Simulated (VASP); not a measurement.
# CdS in VASP: one cell, several levels of theory

Aim: gap, levels, forces and stress of zincblende CdS, under +3.0 % biaxial strain in x and y, free along z at fixed geometry. Runs: PBE, r2SCAN.

Code: VASP 6.6.1. PAW datasets, plane waves. Computed at 0 K without zero-point motion; spin polarisation is off.

**1. The structure to begin with**

The cell comes from an earlier relaxation with r2SCAN in another program, then strained, with the atoms relaxed again.

The symmetry is I-4m2 (No. 119, tetragonal); conventional cell a = 4.281 Å, c = 5.599 Å, 25.66 Å³ an atom. Cd has 4 S at 2.56 Å; S has 4 Cd at 2.56 Å.

As a file:

```cif
data_structure
_symmetry_space_group_name_H-M 'P 1'
_symmetry_Int_Tables_number 1
_cell_length_a 4.1235
_cell_length_b 4.1235
_cell_length_c 4.2814
_cell_angle_alpha 58.725
_cell_angle_beta 58.725
_cell_angle_gamma 62.550
_cell_volume 51.32
loop_
_atom_site_label
_atom_site_type_symbol
_atom_site_fract_x
_atom_site_fract_y
_atom_site_fract_z
_atom_site_occupancy
Cd1 Cd 0.00000 0.00000 0.00000 1
S1 S 0.25000 0.25000 0.25000 1
```

**2. Single point with PBE**

File INCAR:

```
ENCUT = 520.000000
SIGMA = 0.020000
EDIFF = 1.00e-07
GGA = PE
PREC = Accurate
IBRION = -1
ISIF = 2
ISMEAR = -1
NBANDS = 16
NELM = 120
NSW = 0
LASPH = .TRUE.
LCHARG = .FALSE.
LWAVE = .FALSE.
LREAL = .FALSE.
```

File KPOINTS:

```
KPOINTS created by Atomic Simulation Environment
0
Gamma
8 8 8
0 0 0
```

File KPOINTS_OPT:

```
special points
6
Reciprocal
0.0000000000 0.0000000000 0.0000000000 1
-0.5000000000 -0.5000000000 0.0000000000 1
-0.3750000000 -0.3750000000 0.2500000000 1
-0.3750000000 0.0000000000 0.3750000000 1
0.0000000000 0.0000000000 0.5000000000 1
-0.5000000000 -0.2500000000 0.2500000000 1
```

File POSCAR:

```
Cd S
 1.0000000000000000
     0.0000000000000000    3.0273912883000000    2.7995997332000000
     3.0273912883000000    0.0000000000000000    2.7995997332000000
     3.0273912883000000    3.0273912883000000    0.0000000000000000
 Cd  S
   1   1
Cartesian
  0.0000000000000000  0.0000000000000000  0.0000000000000000
  1.5136956441500000  1.5136956441500000  1.3997998666000000
```

The run uses the recommended PBE PAW datasets (18 valence electrons a neutral cell).

The run is started by

```console
$ mpirun -np 1 vasp_std
```

Standard output, without the iteration lines:

```text
POSCAR found type information on POSCAR CdS
 POSCAR found :  2 types and       2 ions
 LDA part: xc-table for (Slater+PW92), standard interpolation
 POSCAR, INCAR and KPOINTS ok, starting setup
 FFT: planning ... GRIDC
 FFT: planning ... GRID_SOFT
 FFT: planning ... GRID
 WAVECAR not read
 entering main loop
 Start KPOINTS_OPT (optional k-point list driver)
k-point batch [1-6\6]
```

OSZICAR:

```text
N       E                     dE             d eps       ncg     rms          rms(c)
DAV:   1     0.106591957987E+03    0.10659E+03   -0.90364E+03  1936   0.102E+03
DAV:   2    -0.248583351641E+01   -0.10908E+03   -0.10316E+03  2280   0.251E+02
DAV:   3    -0.666051421088E+01   -0.41747E+01   -0.41641E+01  2352   0.509E+01
DAV:   4    -0.668685134713E+01   -0.26337E-01   -0.26334E-01  2368   0.396E+00
DAV:   5    -0.668721395862E+01   -0.36261E-03   -0.36261E-03  2376   0.443E-01    0.750E+00
DAV:   6    -0.615126231274E+01    0.53595E+00   -0.86343E-01  2784   0.113E+01    0.611E+00
DAV:   7    -0.613289404863E+01    0.18368E-01   -0.18887E-01  2400   0.298E+00    0.304E+00
DAV:   8    -0.613306983887E+01   -0.17579E-03   -0.16803E-02  2304   0.161E+00    0.279E-01
DAV:   9    -0.613300239703E+01    0.67442E-04   -0.19056E-03  2352   0.622E-01    0.617E-02
DAV:  10    -0.613314275893E+01   -0.14036E-03   -0.24535E-04  2424   0.148E-01    0.714E-02
DAV:  11    -0.613322607824E+01   -0.83319E-04   -0.13924E-04  2224   0.895E-02    0.262E-02
DAV:  12    -0.613321831972E+01    0.77585E-05   -0.22790E-05  2496   0.588E-02    0.941E-03
DAV:  13    -0.613321929764E+01   -0.97792E-06   -0.29549E-06  2264   0.103E-02    0.620E-03
DAV:  14    -0.613321919750E+01    0.10013E-06   -0.22806E-07  2464   0.300E-03    0.428E-03
DAV:  15    -0.613321918660E+01    0.10904E-07   -0.20465E-08  1672   0.880E-04
   1 F= -.61332192E+01 E0= -.61332192E+01  d E =-.919829E-11
       N       E                     dE             ncg
DAV:   1     0.180999220461E+04   -0.29170E+04      192
DAV:   2     0.115383231923E+04   -0.65616E+03      240
DAV:   3     0.112877064637E+04   -0.25062E+02      240
DAV:   4     0.112862717902E+04   -0.14347E+00      240
DAV:   5     0.112862534929E+04   -0.18297E-02      256
DAV:   6     0.112862531471E+04   -0.34581E-04      232
DAV:   7     0.112862531391E+04   -0.80673E-06      272
DAV:   8     0.112862531389E+04   -0.19843E-07      184
```

The lines after F= are the extra pass for the points of KPOINTS_OPT, at fixed density; their E is not a total energy.

Parts of OUTCAR:

```text
k-points           NKPTS =     59   k-points in BZ     NKDIM =     59   number of bands    NBANDS=     16

   NELECT =      18.0000    total number of electrons

   dimension x,y,z NGX =    32 NGY =   32 NGZ =   32
   dimension x,y,z NGXF=    64 NGYF=   64 NGZF=   64

  energy-cutoff  :      520.00
  volume of cell :       51.32
      direct lattice vectors                 reciprocal lattice vectors
     0.000000000  3.027391288  2.799599733    -0.165158697  0.165158697  0.178596959
     3.027391288  0.000000000  2.799599733     0.165158697 -0.165158697  0.178596959
     3.027391288  3.027391288  0.000000000     0.165158697  0.165158697 -0.178596959

 k-points in reciprocal lattice and weights: KPOINTS created by Atomic Simulation Env
   0.00000000  0.00000000  0.00000000       0.002
   0.12500000  0.00000000  0.00000000       0.016
   0.25000000  0.00000000  0.00000000       0.016
   0.37500000  0.00000000  0.00000000       0.016
   0.50000000  0.00000000  0.00000000       0.008
   0.12500000  0.12500000  0.00000000       0.004
   0.25000000  0.12500000  0.00000000       0.016
   0.37500000  0.12500000  0.00000000       0.016
[... 51 more k-points ...]

 E-fermi :   1.5298

 k-point     1 :       0.0000    0.0000    0.0000
  band No.  band energies     occupation
      1     -11.1274      2.00000
      2      -6.5897      2.00000
      3      -6.5897      2.00000
      4      -6.5499      2.00000
      5      -6.1634      2.00000
      6      -6.1368      2.00000
      7       0.9550      2.00000
      8       0.9550      2.00000
      9       1.1508      2.00000
     10       2.0868      0.00000
     11       7.6142      0.00000
     12       7.6142      0.00000
     13       7.6187      0.00000
     14      11.9463      0.00000
     15      12.1975      0.00000
     16      12.8492      0.00000

 k-point     2 :       0.1250    0.0000    0.0000
  band No.  band energies     occupation
      1     -11.0692      2.00000
      2      -6.5700      2.00000
      3      -6.5544      2.00000
      4      -6.5143      2.00000
      5      -6.1613      2.00000
      6      -6.1396      2.00000
      7       0.0114      2.00000
      8       0.8305      2.00000
      9       0.9900      2.00000
     10       2.9309      0.00000
     11       7.2944      0.00000
     12       7.7683      0.00000
     13       7.8644      0.00000
     14      11.4937      0.00000
     15      11.9855      0.00000
     16      13.0350      0.00000

 k-point     3 :       0.2500    0.0000    0.0000
  band No.  band energies     occupation
      1     -10.9280      2.00000
      2      -6.5293      2.00000
      3      -6.4989      2.00000
      4      -6.3480      2.00000
      5      -6.1472      2.00000
      6      -6.1395      2.00000
      7      -1.3875      2.00000
      8       0.5491      2.00000
      9       0.7615      2.00000
     10       3.7273      0.00000
     11       7.2075      0.00000
     12       7.9341      0.00000
     13       8.3217      0.00000
     14      11.5042      0.00000
     15      11.5678      0.00000
     16      12.6040      0.00000

 k-point     4 :       0.3750    0.0000    0.0000
  band No.  band energies     occupation
      1     -10.7868      2.00000
      2      -6.5006      2.00000
      3      -6.4592      2.00000
      4      -6.1485      2.00000
      5      -6.1173      2.00000
      6      -6.0155      2.00000
      7      -2.6042      2.00000
      8       0.2878      2.00000
      9       0.5522      2.00000
     10       3.9423      0.00000
     11       7.8356      0.00000
     12       7.8445      0.00000
     13       8.5358      0.00000
     14      11.7449      0.00000
     15      12.5635      0.00000
     16      12.6227      0.00000

 k-point     5 :       0.5000    0.0000    0.0000
  band No.  band energies     occupation
      1     -10.7288      2.00000
      2      -6.4926      2.00000
      3      -6.4463      2.00000
      4      -6.1350      2.00000
      5      -6.0999      2.00000
      6      -5.8038      2.00000
      7      -3.1527      2.00000
      8       0.1839      2.00000
      9       0.4693      2.00000
     10       3.9415      0.00000
     11       7.7646      0.00000
     12       8.2857      0.00000
     13       8.5315      0.00000
     14      11.9430      0.00000
     15      13.2337      0.00000
     16      13.7532      0.00000

 k-point     6 :       0.1250    0.1250    0.0000
  band No.  band energies     occupation
      1     -11.0444      2.00000
      2      -6.5501      2.00000
      3      -6.5501      2.00000
      4      -6.5106      2.00000
      5      -6.1485      2.00000
      6      -6.1467      2.00000
      7       0.1070      2.00000
      8       0.6374      2.00000
      9       0.6374      2.00000
     10       3.2974      0.00000
     11       6.8200      0.00000
     12       7.9889      0.00000
     13       7.9889      0.00000
     14      11.4685      0.00000
     15      12.0847      0.00000
     16      13.7464      0.00000

 k-point     7 :       0.2500    0.1250    0.0000
  band No.  band energies     occupation
      1     -10.9279      2.00000
      2      -6.5073      2.00000
      3      -6.5044      2.00000
      4      -6.4026      2.00000
      5      -6.1411      2.00000
      6      -6.1306      2.00000
      7      -0.9872      2.00000
      8       0.3170      2.00000
      9       0.4908      2.00000
     10       4.0709      0.00000
     11       6.4476      0.00000
     12       8.3130      0.00000
     13       8.3482      0.00000
     14      10.8048      0.00000
     15      12.1761      0.00000
     16      13.5272      0.00000

 k-point     8 :       0.3750    0.1250    0.0000
  band No.  band energies     occupation
      1     -10.7884      2.00000
      2      -6.4691      2.00000
      3      -6.4640      2.00000
      4      -6.2412      2.00000
      5      -6.1061      2.00000
      6      -6.0183      2.00000
      7      -2.2085      2.00000
      8       0.0624      2.00000
      9       0.2492      2.00000
     10       4.4204      0.00000
     11       6.9372      0.00000
     12       8.3077      0.00000
     13       8.3157      0.00000
     14      11.2372      0.00000
     15      12.9830      0.00000
     16      13.2615      0.00000

[... the tables of k-points 9 to 59 left out ...]

  Total        0.1649772      0.1649772      0.5557777      0.0000000     -0.0000000      0.0000000
  in kB        5.1507604      5.1507604     17.3519658      0.0000000     -0.0000000      0.0000000
  external PRESSURE =       9.2178289 kB  Pullay stress =       0.0000000 kB

 POSITION                                       TOTAL-FORCE (eV/Angst)
 -----------------------------------------------------------------------------------
      0.00000      0.00000      0.00000        -0.000000     -0.000000     -0.000000
      1.51370      1.51370      1.39980         0.000000      0.000000      0.000000
 -----------------------------------------------------------------------------------
    total drift:                               -0.000000     -0.000000     -0.000001

  FREE ENERGIE OF THE ION-ELECTRON SYSTEM (eV)
  ---------------------------------------------------
  free  energy   TOTEN  =        -6.1332191866 eV

  energy  without entropy=       -6.1332191866  energy(sigma->0) =       -6.13321919
```

Run time: 30 s. Hardware: 1 MPI rank of Intel Xeon Platinum 8488C, shared host; peak memory 0.22 GiB.

The levels at the points of KPOINTS_OPT are read from vasprun.xml.

Band energies at the special points (eV, zero at the top of v, the last band that the electrons fill by count):

```
point    v−1      v     c   c+1
    Γ  -0.20   0.00  0.94  6.46
    X  -2.07  -2.07  3.34  3.74
    U  -2.46  -1.74  3.83  5.03
    K  -2.51  -1.44  4.26  5.35
    L  -0.97  -0.68  2.79  6.61
    W  -2.21  -2.19  5.03  5.22
```

PBE gives a direct gap of 0.94 eV at Γ. Pressure: 0.92 GPa; the forces vanish within 0.01 eV/Å.

(Part 1 of 2 ends here.)
